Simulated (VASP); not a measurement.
MoSe2:

```xyz
6
Lattice="3.2880 0.0000 0.0000 -1.6440 2.8475 0.0000 0.0000 0.0000 12.9000" Properties=species:S:1:pos:R:3 pbc="T T T"
Mo    1.6440    0.9492    9.6750
Mo    0.0000    1.8983    3.2250
Se    1.6440    0.9492    4.8375
Se    0.0000    1.8983   11.2875
Se    1.6440    0.9492    1.6125
Se    0.0000    1.8983    8.0625
```

| Property | Result |
| --- | --- |
| Program | VASP 6.6.1 |
| Task | relaxation of cell and atoms |
| Functional | revPBE |
| Potentials or basis | VASP PAW PBE potentials, release 64 (Mo_sv, Se) |
| Cutoff | 600 eV |
| k mesh | 9 × 9 × 2 |
| Occupations | fermi-dirac, width 0.05 eV |
| Spin | no spin polarisation |

At the start: pressure 10.1 GPa; volume 20.13 Å³/atom.

Problem. How do energy, volume and symmetry change on relaxing?

Solution. Over 17 steps the energy falls by 76.6 meV/atom and the volume is 26.37 Å³/atom (+31.0 %); space group P6_3/mmc (No. 194, to 0.05 Å).

The path:
| step | energy change (eV) | largest force (eV/Å) | pressure (GPa) | volume (Å³) |
| --- | --- | --- | --- | --- |
| 1 | 0.0000 | 1.2013 | 10.05 | 120.78 |
| 2 | 3.5831 | 0.9708 | -8.16 | 144.17 |
| 3 | -0.1578 | 0.9681 | -4.41 | 133.00 |
| 4 | -0.2680 | 0.3357 | -0.32 | 128.68 |
| 5 | -0.2799 | 0.2407 | 0.31 | 128.10 |
| 6 | -0.2919 | 0.2194 | 0.22 | 128.90 |
| 7 | -0.3227 | 0.1531 | 0.05 | 131.30 |
| 8 | -0.3636 | 0.0074 | -0.09 | 136.17 |
| 9 | -0.3755 | 0.3728 | 0.25 | 146.09 |
| 10 | -0.3813 | 0.3418 | 0.12 | 146.62 |
| 11 | -0.3965 | 0.2536 | -0.21 | 148.20 |
| 12 | -0.4182 | 0.0876 | -0.81 | 151.36 |
| 13 | -0.4335 | 0.1982 | -1.78 | 157.65 |
| 14 | -0.4510 | 0.1325 | -1.05 | 157.93 |
| 15 | -0.4594 | 0.0556 | -0.23 | 158.19 |
| 16 | -0.4597 | 0.0380 | -0.02 | 158.25 |
| 17 | -0.4598 | 0.0174 | 0.03 | 158.21 |

Final structure:
```
Mo Se
1.0
     3.34125    0.00000    0.00000
    -1.67062    2.89361    0.00000
     0.00000    0.00000   16.36394
Mo Se
2 4
Cartesian
  1.6706 0.9645 12.2730
  0.0000 1.9291 4.0910
  1.6706 0.9645 5.7630
  0.0000 1.9291 13.9449
  1.6706 0.9645 2.4190
  0.0000 1.9291 10.6010
```

Caveat: the volume moved by over 15 % at a fixed basis, so the end points are rough; the PAW data sets were made with another functional, which shifts forces and pressure a little; this functional lacks dispersion, which binds the layers, so the pressure and a relaxed spacing across them are unreliable, and here the layers came unbound; the volume moved by +31 % from the deposited cell, more than functionals usually miss.
